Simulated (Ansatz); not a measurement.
# SnSe (rocksalt type): the cost of one run

Method: DFT, PBE, all-electron LAPW, scalar-relativistic, in Ansatz 0.2.0.

**1. The structure to begin with**

Symmetry: Fm-3m, No. 225, cubic system. The conventional cell has a = 5.918 Å, b = 5.918 Å, c = 5.918 Å, α = 90.00°, β = 90.00°, γ = 90.00°. Around Sn (site symmetry m-3m) lie 6 Se at 2.96 Å. Se (site symmetry m-3m) has 6 Sn at 2.96 Å as nearest neighbours.

Coordinates:

```xyz
2
Lattice="0.0000 2.9588 2.9588 2.9588 0.0000 2.9588 2.9588 2.9588 0.0000" Properties=species:S:1:pos:R:3 pbc="T T T"
Sn    0.0000    0.0000    0.0000
Se    2.9588    2.9588    2.9588
```

Atoms are numbered in the order of the input: Sn1, Se2.

**2. Rocksalt relaxed under pressure, LAPW**

File input.yaml:

```yaml
crystal:
  lattice:
    - [0.0, 2.9588057986, 2.9588057986]
    - [2.9588057986, 0.0, 2.9588057986]
    - [2.9588057986, 2.9588057986, 0.0]
  atoms:
    - { symbol: Sn, position: [0.0, 0.0, 0.0] }
    - { symbol: Se, position: [0.5, 0.5, 0.5] }
kpoints:
  mp_grid: { grid: [13, 13, 13] }
scf:
  occupations: { method: fermi_dirac, width: 0.05 }
hamiltonian:
  xc: pbe
  pseudopotentials: { kind: all_electron, lapw: { basis_error: 0.0005 } }
output:
  forces: true
  stress: true
  eigenvalues: true
relax:
  f_tol: 0.005
  max_steps: 12
  cell: { p_target: 4.1, stress_tol: 0.03 }
```

Run with:

```console
$ ansatz run input.yaml --threads 1 --pin off --max-ram 3584MiB --backend cpu --events-out ev --progress --plain --runs-dir out
```

**Question.** How long does this run take on 1 thread of Intel Xeon Platinum 8375C at 2.90GHz (Ice Lake), shared host, and how much memory does it need?

About 27 s, with a peak of 0.52 GiB.
